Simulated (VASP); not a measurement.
# MnO (Fm-3m) in VASP: a series of runs, part 2 of 2

VASP 6.6.1. The steps go on from the part before.

## (5) Single point, PBE0(alpha), collinear spin, ferromagnetic start

Input file POSCAR:

```
MnO
1.0
    0.0000000000      2.2220003300      2.2220003300
    2.2220003300      0.0000000000      2.2220003300
    2.2220003300      2.2220003300      0.0000000000
Mn O
1 1
Direct
    0.0000000000      0.0000000000      0.0000000000
    0.5000000000      0.5000000000      0.5000000000
```

Input file INCAR.step1:

```
PREC = Accurate ; ENCUT = 520
EDIFF = 1E-5 ; ISMEAR = -1
SIGMA = 0.05 ; LREAL = False
LASPH = True ; NELM = 100
ALGO = Normal ; ISIF = 2
LWAVE = True ; LCHARG = False
ISPIN = 2 ; MAGMOM = 4 0
LORBIT = 11 ; LMAXMIX = 4
NBANDS = 20 ; GGA = PE
```

Input file INCAR.step2:

```
PREC = Accurate ; ENCUT = 520
EDIFF = 1E-6 ; ISMEAR = -1
SIGMA = 0.05 ; LREAL = False
LASPH = True ; NELM = 100
ALGO = Normal ; ISIF = 2
LWAVE = False ; LCHARG = False
ISPIN = 2 ; MAGMOM = 4 0
LORBIT = 11 ; LMAXMIX = 4
GGA = PE ; LHFCALC = True
AEXX = 0.5 ; PRECFOCK = Fast
HFRCUT = -1 ; NBANDS = 20
ISTART = 1
```

Input file KPOINTS:

```
Automatic mesh
0
Gamma
  5 5 5
```

Command:

```bash
cat potpaw_PBE.64/Mn_pv/POTCAR potpaw_PBE.64/O/POTCAR > POTCAR
cp INCAR.step1 INCAR
mpirun -np 1 vasp_std > vasp.out
cp INCAR.step2 INCAR
mpirun -np 1 vasp_std > vasp.out
```

Wall time 5.9 min (1 thread of Intel Xeon Platinum 8488C (Sapphire Rapids), shared host); peak memory 0.15 GiB.

Results (log left out):

```yaml
Free_energy: -34.8593 eV
Pressure: -1.3 GPa
Band_gap_on_the_k_mesh: 5.05 eV, indirect (least direct gap 7.18 eV)
Net_moment: 5.00 μB per cell
Site_moments: Mn +4.64; O +0.17 μB
Valence_electrons_inside_the_program's_atomic_spheres: Mn 11.31; O 5.08
```

Levels at points of the mesh, in eV from the valence-band top:
Spin up:
| k point | band 8 | band 9 | band 10 | band 11 | band 12 | band 13 | band 14 | band 15 | band 16 | band 17 |
| --- | --- | --- | --- | --- | --- | --- | --- | --- | --- | --- |
| (0.00, 0.00, 0.00) | -4.24 | -4.24 | -2.94 | -2.94 | -2.94 | 5.05 | 19.85 | 22.53 | 22.53 | 22.53 |
Spin down:
| k point | band 3 | band 4 | band 5 | band 6 | band 7 | band 8 | band 9 | band 10 | band 11 | band 12 |
| --- | --- | --- | --- | --- | --- | --- | --- | --- | --- | --- |
| (0.00, 0.00, 0.00) | -47.81 | -21.86 | -2.13 | -2.13 | -2.13 | 6.47 | 9.14 | 9.14 | 9.14 | 10.11 |

Caveat: the k mesh is coarse (spacing up to 0.49 Å⁻¹), so the values aren't converged, least of all with exact exchange; the PAW data sets were made with another functional, which shifts forces and pressure a little; an odd mesh through Γ misses points on the zone boundary, where band edges often lie; a cell with one magnetic atom can't hold antiferromagnetic order, which such compounds often take.

## (6) Single point, PBE0(alpha), collinear spin, ferromagnetic start

POSCAR is that of step 5.

Input file INCAR.step1:

```
PREC     = Single         # precision mode
ENCUT    = 520            # plane-wave cutoff, eV
EDIFF    = 1E-5           # SCF threshold, eV
ISMEAR   = -1             # smearing method
SIGMA    = 0.05           # smearing width, eV
LREAL    = False          # projectors in reciprocal space
LASPH    = True           # aspherical terms in the spheres
NELM     = 100            # most SCF steps
ALGO     = Normal         # electronic algorithm
ISIF     = 2              # what is computed and relaxed
LWAVE    = True           # write WAVECAR
LCHARG   = False          # write CHGCAR
ISPIN    = 2              # spin polarisation
MAGMOM   = 4 0            # initial moments
LORBIT   = 11             # projections on sites
LMAXMIX  = 4              # l up to which the mixer works
NBANDS   = 20             # bands
GGA      = PE             # functional
```

Input file INCAR.step2:

```
PREC     = Single         # precision mode
ENCUT    = 520            # plane-wave cutoff, eV
EDIFF    = 1E-5           # SCF threshold, eV
ISMEAR   = -1             # smearing method
SIGMA    = 0.05           # smearing width, eV
LREAL    = False          # projectors in reciprocal space
LASPH    = True           # aspherical terms in the spheres
NELM     = 100            # most SCF steps
ALGO     = Normal         # electronic algorithm
ISIF     = 2              # what is computed and relaxed
LWAVE    = False          # write WAVECAR
LCHARG   = False          # write CHGCAR
ISPIN    = 2              # spin polarisation
MAGMOM   = 4 0            # initial moments
LORBIT   = 11             # projections on sites
LMAXMIX  = 4              # l up to which the mixer works
GGA      = PE             # functional
LHFCALC  = True           # exact exchange
AEXX     = 0.05           # exact-exchange fraction
PRECFOCK = Fast         
HFRCUT   = -1           
NBANDS   = 20             # bands
ISTART   = 1
```

KPOINTS is that of step 5.

Potentials or basis: VASP PAW PBE potentials, release 64 (Mn_pv, O).

Command:

```bash
cat potpaw_PBE.64/Mn_pv/POTCAR potpaw_PBE.64/O/POTCAR > POTCAR
cp INCAR.step1 INCAR
mpirun -np 1 vasp_std > vasp.out
cp INCAR.step2 INCAR
mpirun -np 1 vasp_std > vasp.out
```

OUTCAR:

```text
PREC = Single
   ENCUT = 520
   EDIFF = 1E-5
   ISMEAR = -1
   LREAL = False
   LASPH = True
   NELM = 100
   ISIF = 2
   ISPIN = 2
   LORBIT = 11
   GGA = PE
   LHFCALC = True
   AEXX = 0.05
   PRECFOCK = Fast
   ISTART = 1

 ion  position               nearest neighbor table
   1  0.000  0.000  0.000-   2 2.22   2 2.22   2 2.22   2 2.22   2 2.22   2 2.22
   2  0.500  0.500  0.500-   1 2.22   1 2.22   1 2.22   1 2.22   1 2.22   1 2.22

  LATTYP: Found a face centered cubic cell.
 ALAT       =     4.4440006600

  Lattice vectors:

 A1 = (   0.0000000000,   2.2220003300,   2.2220003300)
 A2 = (   2.2220003300,   0.0000000000,   2.2220003300)
 A3 = (   2.2220003300,   2.2220003300,   0.0000000000)

Analysis of symmetry for initial positions (statically):
=====================================================================
 Subroutine PRICEL returns:
 Original cell was already a primitive cell.

 Routine SETGRP: Setting up the symmetry group for a
 face centered cubic supercell.

[... 419 lines left out ...]
      3     -38.6987      1.00000
      4     -12.7932      1.00000
      5       4.0300      1.00000
      6       4.0302      1.00000
[... 219 lines left out ...]
     19      34.9313      0.00000
     20      35.2528      0.00000

------------------------ aborting loop because EDIFF is reached ----------------------------------------

  FORCE on cell =-STRESS in cart. coord.  units (eV):
  Direction    XX          YY          ZZ          XY          YZ          ZX
  --------------------------------------------------------------------------------------
  -------------------------------------------------------------------------------------
  Total        0.3579577      0.3579577      0.3579577      0.0000000     -0.0000000     -0.0000000
  in kB       26.1384587     26.1384587     26.1384587      0.0000000     -0.0000000     -0.0000000
  external PRESSURE =      26.1384587 kB  Pullay stress =       0.0000000 kB

 VOLUME and BASIS-vectors are now :
 -----------------------------------------------------------------------------
  energy-cutoff  :      520.00
  volume of cell :       21.94
      direct lattice vectors                 reciprocal lattice vectors
     0.000000000  2.222000330  2.222000330    -0.225022469  0.225022469  0.225022469
     2.222000330  0.000000000  2.222000330     0.225022469 -0.225022469  0.225022469
     2.222000330  2.222000330  0.000000000     0.225022469  0.225022469 -0.225022469

 POSITION                                       TOTAL-FORCE (eV/Angst)
 -----------------------------------------------------------------------------------
      0.00000      0.00000      0.00000        -0.000000      0.000000      0.000000
      2.22200      2.22200      2.22200         0.000000      0.000000     -0.000000
 -----------------------------------------------------------------------------------
    total drift:                               -0.000000      0.000001      0.000000

  FREE ENERGIE OF THE ION-ELECTRON SYSTEM (eV)
  ---------------------------------------------------
  free  energy   TOTEN  =       -18.1602094770 eV

  energy  without entropy=      -18.1526321627  energy(sigma->0) =      -18.15642082

 total charge

# of ion       s       p       d       tot
------------------------------------------
    1        0.204   6.178   4.964  11.346
    2        1.560   3.434   0.000   4.994
--------------------------------------------------
tot          1.764   9.612   4.964  16.340

 magnetization (x)

# of ion       s       p       d       tot
------------------------------------------
    1        0.034   0.024   4.393   4.452
    2        0.031   0.186   0.000   0.216
--------------------------------------------------
tot          0.065   0.210   4.393   4.668
```

Run time: 3.8 min. Hardware: 1 thread of Intel Xeon Platinum 8488C (Sapphire Rapids), shared host; peak memory 0.12 GiB.

The run converged, but some of its settings lie outside the range that counts as converged, so its numbers aren't taken as properties of the crystal.

Results:

| Quantity | Value |
| --- | --- |
| Free energy | -18.1602 eV |
| Pressure | 2.6 GPa |
| Band gap on the k mesh | none (metal or under the smearing width) |
| Net moment | 4.91 μB per cell |
| Site moments | Mn +4.45; O +0.22 μB |
| Valence electrons inside the program's atomic spheres | Mn 11.35; O 4.99 |

Caveat: the k mesh is coarse (spacing up to 0.49 Å⁻¹), so the values aren't converged, least of all with exact exchange; the PAW data sets were made with another functional, which shifts forces and pressure a little; a cell with one magnetic atom can't hold antiferromagnetic order, which such compounds often take.

## (7) The runs side by side

| share of exact exchange | gap on the mesh (eV) | pressure (GPa) | moment (μB) |
| --- | --- | --- | --- |
| 0.25 | 2.19 | 1.8 | 5.00 |
| 0.3 | 2.76 | 1.3 | 5.00 |
| 0.4 | 3.90 | -0.1 | 5.00 |
| 0.5 | 5.05 | -1.3 | 5.00 |

Alike in all rows: task single point; level PBE0(alpha); potentials or basis VASP PAW PBE potentials, release 64 (Mn_pv, O); spin collinear, ferromagnetic start; cell as given; k mesh 5 × 5 × 5; cutoff (eV) 520; smearing fermi-dirac 0.05 eV; the mesh is coarse, so values aren't converged.

Caveats: all runs use coarse meshes; the PAW data sets were made with another functional, which shifts forces and pressure a little; an odd mesh through Γ misses points on the zone boundary, where band edges often lie; a cell with one magnetic atom can't hold antiferromagnetic order, which such compounds often take.

Total energies depend on the potentials used, so only differences within one code and one set of settings carry meaning.
